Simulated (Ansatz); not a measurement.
A run of Ansatz 0.2.0 is set up as follows.

Contents of input.yaml:

```yaml
crystal:
  lattice:
    - [0.0, 2.269, 2.269]
    - [2.269, 0.0, 2.269]
    - [2.269, 2.269, 0.0]
  atoms:
    - { symbol: P, position: [0.75, 0.75, 0.75] }
    - { symbol: B, position: [0.0, 0.0, 0.0] }
hamiltonian:
  xc: hf
  pseudopotentials: { kind: paw }
kpoints:
  mp_grid: { grid: [6, 6, 6] }
  band_path:
    path:
      - [[0.0, 0.0, 0.0], [0.5, 0.0, 0.5], [0.5, 0.25, 0.75], [0.375, 0.375, 0.75], [0.0, 0.0, 0.0], [0.5, 0.5, 0.5], [0.625, 0.25, 0.625], [0.5, 0.25, 0.75], [0.5, 0.5, 0.5], [0.375, 0.375, 0.75]]
      - [[0.625, 0.25, 0.625], [0.5, 0.0, 0.5]]
    npoints: 4
scf:
  occupations: { method: fermi_dirac, width: 0.05 }
  n_extra_bands: 6
output:
  forces: true
  stress: true
  eigenvalues: true
  fatbands: false
```

Potentials or basis: Ansatz PAW.

The run is started by

```bash
$ ansatz run input.yaml --threads 2 --pin off --max-ram 5632MiB --backend cpu --events-out ev --progress --plain --runs-dir out
```

**Question.** What does it give for the pressure?

**Answer.** 5.7 GPa.

**Question.** Predict the band gap on the k mesh.

**Answer.** 7.99 eV, indirect (least direct gap 10.73 eV).

**Question.** Estimate the band gap along the path.

**Answer.** 7.91 eV, indirect (least direct gap 10.73 eV).

Levels at the corners of the path, in eV from the valence-band top:
```
point  band 1  band 2  band 3  band 4  band 5  band 6  band 7  band 8  band 9
    Γ  -21.70    0.00    0.00    0.00   10.73   10.73   10.73   16.27   19.74
    X  -14.80  -12.37   -5.58   -5.58    7.99    8.38   22.41   22.41   25.69
    W  -14.44  -11.75   -7.45   -7.22   12.90   14.35   15.97   16.15   22.85
    K  -14.87  -11.79   -8.22   -4.73    9.00   13.80   19.23   20.19   21.09
    Γ  -21.70    0.00    0.00    0.00   10.73   10.73   10.73   16.27   19.74
    L  -17.12  -12.59   -2.38   -2.38   11.21   12.34   12.34   18.74   24.34
    U  -14.87  -11.79   -8.22   -4.73    9.00   13.80   19.23   20.19   21.09
    W  -14.44  -11.75   -7.45   -7.22   12.90   14.35   15.97   16.15   22.85
    L  -17.12  -12.59   -2.38   -2.38   11.21   12.34   12.34   18.74   24.34
    K  -14.87  -11.79   -8.22   -4.73    9.00   13.80   19.23   20.19   21.09
    U  -14.87  -11.79   -8.22   -4.73    9.00   13.80   19.23   20.19   21.09
    X  -14.80  -12.37   -5.58   -5.58    7.99    8.38   22.41   22.41   25.69
```

Caveat: the k mesh misses the band edges, so the gap on the mesh is wider than the one along the path; the PAW data sets come from PBE, with cores solved anew for the run's functional, which leaves a small shift of forces and pressure; the thresholds are loose for stress.
